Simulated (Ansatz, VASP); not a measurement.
# TiO2 in two plane-wave programs, part 2 of 2

Wanted: the spread between two codes on one cell, functional and k mesh. The cell is taken from a series of runs on this material, whose earlier steps may have relaxed, scaled, displaced or heated it; both programs get it as it stands.

VASP 6.6.1 and Ansatz 0.2.0.

So far. Step 2 (VASP: single point, HSE06): The run ends at a pressure of 3.36 GPa, with forces up to 0.14 eV/Å.

## (3) Ansatz: single point, HSE06

Level of this step: Ansatz beside VASP: Kohn-Sham DFT, plane waves, HSE06 (Ansatz).

Ansatz runs on its default PAW (the set named soft_2) files.

The same cell, functional and mesh now go to Ansatz, which takes its cutoff from its data sets.

Contents of input.yaml:

```yaml
crystal:
  lattice:
    - [5.291, 0.0, 0.0]
    - [-2.6455, 4.5821404114, 0.0]
    - [0.0, 0.0, 6.133]
  atoms:
    - { symbol: Ti, position: [0.4584369692, 0.0, 0.3333333333] }
    - { symbol: Ti, position: [0.0, 0.4584369692, 0.6666666667] }
    - { symbol: Ti, position: [0.5415630308, 0.5415630308, 0.0] }
    - { symbol: O, position: [0.4119210658, 0.2878300503, 0.2237616203] }
    - { symbol: O, position: [0.7121699497, 0.1240910155, 0.5570949537] }
    - { symbol: O, position: [0.8759089845, 0.5880789342, 0.890428287] }
    - { symbol: O, position: [0.2878300503, 0.4119210658, 0.7762383797] }
    - { symbol: O, position: [0.1240910155, 0.7121699497, 0.4429050463] }
    - { symbol: O, position: [0.5880789342, 0.8759089845, 0.109571713] }
kpoints:
  mp_grid: { grid: [6, 6, 2] }
  band_path:
    path:
      - [0.0, 0.0, 0.0]
      - [0.5, 0.0, 0.0]
      - [0.33333333, 0.33333333, 0.0]
      - [0.0, 0.0, 0.5]
      - [0.5, 0.0, 0.5]
      - [0.33333333, 0.33333333, 0.5]
    npoints: 1
hamiltonian:
  xc: hse06
scf:
  occupations: { method: fixed }
  n_extra_bands: 7
output:
  eigenvalues: true
```

Command:

```sh
ansatz run input.yaml --threads 3 --pin off --max-ram 92160MiB --backend cuda --devices 1 --max-vram 13GiB --events-out ev --progress --plain --runs-dir out
```

Numbers of over 12 decimals in the logs are rounded to 6 here.

The program printed:

```text
scf.n_extra_bands = 7 over 36 filled bands (N_el = 72.0): the run solves 43 bands
GPUs: using 1 of 1 available (devices: 1).
Engine: ansatz 0.2.0, x86_64-unknown-linux-gnu
Pseudopotentials: kind: paw
Pseudopotential: Ti, paw, valence charge 12, recommended cutoff 420 eV (normal), Ti.paw.azcp
Pseudopotential: O, paw, valence charge 6, recommended cutoff 420 eV (normal), O.paw.azcp
Functional definition: HSE06
  parameter a = 0.25
  parameter omega = 0.11/bohr
  exchange = pbe_x - a*pbe_x_sr(omega) + a*exact_x_sr(omega)
  correlation = pbe_c
davidson cushion auto → on  (no smearing: the cushion is to keep the highest requested band from converging to the state above it; pin scf.eigensolver.cushion to override)
device memory: the entry about to start is reckoned to put 2.3 GiB on a device that reports 35.4 GiB free (of which the cap on the GPU budget leaves the run 13.0 GiB)
GPU FFT provider: cuFFT
GPU libraries: cuBLAS 13.8.2, cuFFT 12.4.0, cuSOLVER 12.3.4
Crystal: 9 atoms, lattice volume = 148.689 Å³
Basis set: ecut = 420 eV, 2943 PW (Γ)
Bands: 43, of which v1, the nominal top of the filled ones, is band 36 counted from 1 (35 counted from 0)
Symmetry: 6 space group operations
Space group: P3121 (ITA 152), of the structure as read, at distance tolerance 5.3e-5 Å
k-points: 14 of 72 (time reversal used)
Non-local potential: Ti, projectors of the file, l = 0: 3, l = 1: 2, l = 2: 3, l = 3: 1
Non-local potential: O, projectors of the file, l = 0: 2, l = 1: 2, l = 2: 1
PAW form: soft (Blöchl's): semilocal exchange-correlation on the pseudo side does not see the compensation charge
PAW frozen core: Ti, regenerated for the run's functional, and the local potential with it (the file was generated under x = pbe(κ = 0.804, μ = 0.219515), c = pbe(β = 0.066725))
PAW frozen core: O, regenerated for the run's functional, and the local potential with it (the file was generated under x = pbe(κ = 0.804, μ = 0.219515), c = pbe(β = 0.066725))
PAW one-centre angular grid: Ti, 590 points (default); XC on 64 Gauss nodes
PAW one-centre angular grid: O, 110 points (default); XC on 96 Gauss nodes
Initial density: superposition of atomic densities (neutral atoms: chi_scale 0, normalization atom), corrected by the library's trained network
Initial wavefunctions: pseudopotential atomic-orbital guess
GPU buffer pool allocated for 58320 grid points (all kernels)
GPU transforms: local potential and band sums: pruned to the plane-wave sphere, on 36×36×45
Functional: x = pbe(κ = 0.804, μ = 0.219515), c = pbe(β = 0.066725), warm-up for x = pbe(κ = 0.804, μ = 0.219515) + 0.25 (exact − pbe) at short range (hse, ω = 0.207870 Å⁻¹), c = pbe(β = 0.066725); HSE06 as pw.x's `hse` composes it (authors' and Libxc's form: `xc: wpbeh`)
SCF iter   1: F=—  HF=-10915.639808 eV  |F-HF|=—  |Δ(HF+E_count)|=         —  Δρ=2.78e-3  dr2=5.03e-3  ethr=1.77e-3  ⟨swp⟩=6.4  Hψ=2682  notcnv=0
preconditioner: auto → none  [insulator: Δε(μ)=3.763 eV  Ē_g=10.016 eV  n_scr=28 (ndim 8)  ℏωp=21.1 eV  f_vac=0.249]
SCF iter   2: F=—  HF=-10915.646823 eV  |F-HF|=—  |Δ(HF+E_count)|=   7.02e-3  Δρ=2.13e-3  dr2=5.91e-3  ethr=6.99e-6  ⟨swp⟩=5.3  Hψ=2353  notcnv=0
SCF iter   3: F=—  HF=-10915.646592 eV  |F-HF|=—  |Δ(HF+E_count)|=   2.31e-4  Δρ=1.29e-3  dr2=1.63e-3  ethr=6.99e-6  ⟨swp⟩=4.0  Hψ=1625  notcnv=0
SCF iter   4: F=-10915.646624 eV  HF=-10915.646779 eV  |F-HF|=1.55e-4  |Δ(HF+E_count)|=   1.87e-4  Δρ=5.58e-4  dr2=3.26e-4  ethr=2.27e-6  ⟨swp⟩=2.0  Hψ=1330  notcnv=0
SCF 1 stopped early in 4 iterations: F = -10915.646624 eV  dr2 = 3.26e-4
  greatest PAW one-centre occupation: 0.999 electrons in one spin orbital (limit 2), on the Ti atom at site 2 (counted from 0), in its partial waves of l = 0
device memory: the entry about to start is reckoned to put 2.8 GiB on a device that reports 36.1 GiB free (of which the cap on the GPU budget leaves the run 13.0 GiB)
GPU FFT provider: cuFFT
GPU libraries: cuBLAS 13.8.2, cuFFT 12.4.0, cuSOLVER 12.3.4
Initial density: handed on by an earlier stage of this run
Initial wavefunctions: those handed on with the density
GPU buffer pool allocated for 58320 grid points (all kernels)
GPU transforms: local potential and band sums: pruned to the plane-wave sphere, on 36×36×45
Functional: x = pbe(κ = 0.804, μ = 0.219515) + 0.25 (exact − pbe) at short range (hse, ω = 0.207870 Å⁻¹), c = pbe(β = 0.066725); HSE06 as pw.x's `hse` composes it (authors' and Libxc's form: `xc: wpbeh`)
Exchange kernel: α = 0.2500, screened, ω = 0.2079 Å⁻¹, Wigner–Seitz truncation, v(0) = 1025.6771 eV·Å³, q-mesh 6×6×2, nearest image of the exchange supercell L = 12.27 Å, pair-density grid 25×25×30, without the augmentation charges, whose exchange is taken in its separable form by FFT convolution over the k-point mesh (sized by the pseudopotential files, 32×32×45 at the most), smooth part of the exact exchange by density-matrix convolution in up to 4.57 GiB of GPU memory as planned if the GPU has room (build and FFT work areas not counted)
Frozen-core exchange: fock
SCF iter   1: F=—  HF=-10913.439623 eV  |F-HF|=—  |Δ(HF+E_count)|=         —  Δρ=2.50e-2  dr2=1.28e0  ethr=4.53e-6  ⟨swp⟩=8.0  Hψ=3563  notcnv=0
preconditioner: auto → none  [insulator: Δε(μ)=6.196 eV  Ē_g=12.853 eV  n_scr=28 (ndim 8)  ℏωp=21.1 eV  f_vac=0.253]
SCF iter   2: F=—  HF=-10913.273026 eV  |F-HF|=—  |Δ(HF+E_count)|=   1.67e-1  Δρ=2.43e-2  dr2=8.56e-1  ethr=4.53e-6  ⟨swp⟩=7.5  Hψ=3164  notcnv=0  defer=1
SCF iter   3: F=—  HF=-10913.090705 eV  |F-HF|=—  |Δ(HF+E_count)|=   1.82e-1  Δρ=3.35e-3  dr2=1.83e-2  ethr=4.53e-6  ⟨swp⟩=6.5  Hψ=2743  notcnv=0  defer=4
SCF iter   4: F=—  HF=-10913.157214 eV  |F-HF|=—  |Δ(HF+E_count)|=   6.65e-2  Δρ=3.25e-3  dr2=2.08e-2  ethr=4.53e-6  ⟨swp⟩=4.7  Hψ=2219  notcnv=0
iter 5 solved again at ethr=2.53e-7 eV; its pass at ethr=4.53e-6 eV (dr2=1.82e-4 eV) is discarded
SCF iter   5: F=—  HF=-10913.151620 eV  |F-HF|=—  |Δ(HF+E_count)|=   5.59e-3  Δρ=6.09e-4  dr2=2.67e-4  ethr=2.53e-7  ⟨swp⟩=2.0  Hψ=3412  notcnv=0
SCF iter   6: F=—  HF=-10913.152800 eV  |F-HF|=—  |Δ(HF+E_count)|=   1.18e-3  Δρ=2.92e-4  dr2=1.56e-4  ethr=2.53e-7  ⟨swp⟩=5.0  Hψ=2110  notcnv=0
SCF iter   7: F=-10913.152759 eV  HF=-10913.152760 eV  |F-HF|=8.58e-7  |Δ(HF+E_count)|=   4.04e-5  Δρ=3.02e-5  dr2=3.18e-6  ethr=2.14e-7  ⟨swp⟩=3.1  Hψ=1484  notcnv=0
SCF 2 stopped early in 7 iterations: F = -10913.152759 eV  dr2 = 3.18e-6
hybrid outer 1: dexx = +7.768e-2 eV, tail = 2.14e-4 eV
GPU FFT provider: cuFFT
GPU libraries: cuBLAS 13.8.2, cuFFT 12.4.0, cuSOLVER 12.3.4
GPU buffer pool allocated for 58320 grid points (all kernels)
GPU transforms: local potential and band sums: pruned to the plane-wave sphere, on 36×36×45
Exchange kernel: α = 0.2500, screened, ω = 0.2079 Å⁻¹, Wigner–Seitz truncation, v(0) = 1025.6771 eV·Å³, q-mesh 6×6×2, nearest image of the exchange supercell L = 12.27 Å, pair-density grid 25×25×30, without the augmentation charges, whose exchange is taken in its separable form by FFT convolution over the k-point mesh (sized by the pseudopotential files, 32×32×45 at the most), smooth part of the exact exchange by density-matrix convolution in up to 4.57 GiB of GPU memory as planned if the GPU has room (build and FFT work areas not counted)
Frozen-core exchange: fock
SCF iter   1: F=—  HF=-10913.152077 eV  |F-HF|=—  |Δ(HF+E_count)|=         —  Δρ=1.79e-4  dr2=4.78e-5  ethr=1.49e-6  ⟨swp⟩=4.7  Hψ=1659  notcnv=0
preconditioner: auto → none  [insulator: Δε(μ)=5.424 eV  Ē_g=12.222 eV  n_scr=28 (ndim 8)  ℏωp=21.1 eV  f_vac=0.258]
iter 2 solved again at ethr=6.73e-10 eV; its pass at ethr=6.50e-8 eV (dr2=4.85e-7 eV) is discarded
SCF iter   2: F=—  HF=-10913.152066 eV  |F-HF|=—  |Δ(HF+E_count)|=   1.18e-5  Δρ=2.93e-5  dr2=8.96e-7  ethr=6.73e-10  ⟨swp⟩=3.4  Hψ=3440  notcnv=0
SCF iter   3: F=—  HF=-10913.152071 eV  |F-HF|=—  |Δ(HF+E_count)|=   4.84e-6  Δρ=1.84e-5  dr2=4.94e-7  ethr=6.73e-10  ⟨swp⟩=6.0  Hψ=2328  notcnv=0
SCF iter   4: F=-10913.152070 eV  HF=-10913.152070 eV  |F-HF|=2.39e-9  |Δ(HF+E_count)|=   1.56e-7  Δρ=2.03e-6  dr2=1.52e-8  ethr=6.73e-10  ⟨swp⟩=4.1  Hψ=1600  notcnv=0
SCF 3 converged in 4 iterations: F = -10913.152070 eV  dr2 = 1.52e-8
  greatest PAW one-centre occupation: 0.999 electrons in one spin orbital (limit 2), on the Ti atom at site 0 (counted from 0), in its partial waves of l = 0
hybrid outer 2: dexx = +5.758e-6 eV, tail = 1.18e-7 eV, Δε = 5.58e-3 eV (about 1.42e-4 eV left of the loop's levels)
device memory: the entry about to start is reckoned to put 0.9 GiB on a device that reports 34.6 GiB free (of which the cap on the GPU budget leaves the run 13.0 GiB)
NSCF: frozen V_eff on 6 k-points
hybrid SCF converged: 2 outer / 11 inner (+4 warm-up), last move |dexx| = 5.76e-6 eV, tail = 1.18e-7 eV
Stability not checked: this state was not tested for a lower state beside it, because the functional holds exact exchange (a hybrid, or Hartree-Fock), whose exchange loop this test does not read (fock_operator; see scf.lower_state_search)
Free energy (F): -10913.152071 eV
Frozen-core exchange: fock
Harris-Foulkes:  -10913.152071 eV  (|F-HF|=2.39e-9)
Internal energy: -10913.152071 eV  (E = F + TS)
E sigma→0 (E₀):  -10913.152071 eV
Fermi energy:    1.222118 eV
--- Per-component energies (eV) ---
  E_band       = -1150.481362
  E_kinetic    = 1879.768482
  E_local      = -7240.337962  (includes V_loc(G=0)·N_el)
  E_nonlocal   = 283.903428
  E_hartree    = 2864.725441
  E_xc         = -592.872641
  E_vxc        = -743.644227  (∫ρ·V_xc dr)
  E_exx        = -235.687666  (= α·E_x^exact, valence–valence)
  E_paw        = -3991.883940  (= ΣΔE_a)
  E_vpaw       = -588.263584  (= ΣTr[D̂ρ^β])
  E_aug_tail   = 0.014882  (compensation charges beyond the density's cutoff)
  E_ewald      = -3880.106322
  E_core_change = -0.675773  (= ΣΔE_core)
  E_smearing   = -0.000000  (= −TS)
  E_closure    = -0.000000  (closes the sum)
  Σ components = -10913.152071   (vs F -10913.152071, Δ=0.00e0)
--- Band table (eV; the first three rows and the last of 14) ---
  k-point 0: bands = [... 32 lower, 0.2893, 0.8650, 0.9164, 0.9164, 6.8274, 7.2952, 7.2952, 7.6733, ... 3 higher]
  k-point 1: bands = [... 32 lower, 0.5247, 1.1432, 1.1432, 1.1618, 6.6409, 7.1466, 7.1466, 7.2973, ... 3 higher]
  k-point 2: bands = [... 32 lower, 0.5319, 0.7717, 0.8140, 0.9712, 6.8977, 7.1943, 7.2864, 7.5990, ... 3 higher]
  k-point 13: bands = [... 32 lower, 0.4302, 0.6746, 0.6746, 0.9146, 7.5862, 7.5862, 7.6389, 7.9620, ... 3 higher]
```

## (4) Side by side

Known differences besides the potentials themselves: exact exchange at q = 0 is treated differently, which shows on coarse meshes; VASP keeps PBE cores, Ansatz makes them for the functional; fixed occupations in Ansatz, narrow Gaussian smearing in VASP; the cutoff is 420 eV in Ansatz and 520 eV in VASP; VASP takes a coarser grid for exact exchange (PRECFOCK = Fast). Total energies have different zeros and are not compared.

Compared:

```
              quantity  Ansatz   VASP  difference
gap on the k mesh (eV)   5.419  5.381      +0.037
```

A gap on the mesh is an upper bound, since the band edges may lie between its points.

## (5) Summary of results

```json
{
  "difference in gap on the k mesh (single point, HSE06)": "0.037 eV"
}
```

In words: The difference in gap on the k mesh is 0.037 eV (single point, HSE06), within the 0.08 eV picked in this series as the mark of a large difference. How closely two codes agree says nothing of how well the functional describes the real material.

[Lines on the potential files, build, host, timing and source positions are cut from VASP's logs without a mark.]

[Logs are printed without paths, hosts, clocks, repeated set-up lines and the standing remarks that a program may print on its own settings, such as how far it seeks lower states.]

[Hosts, paths, dates, database ids (printed as entryN), source tags and the programs' standing remarks are cut or masked in the printed files.]
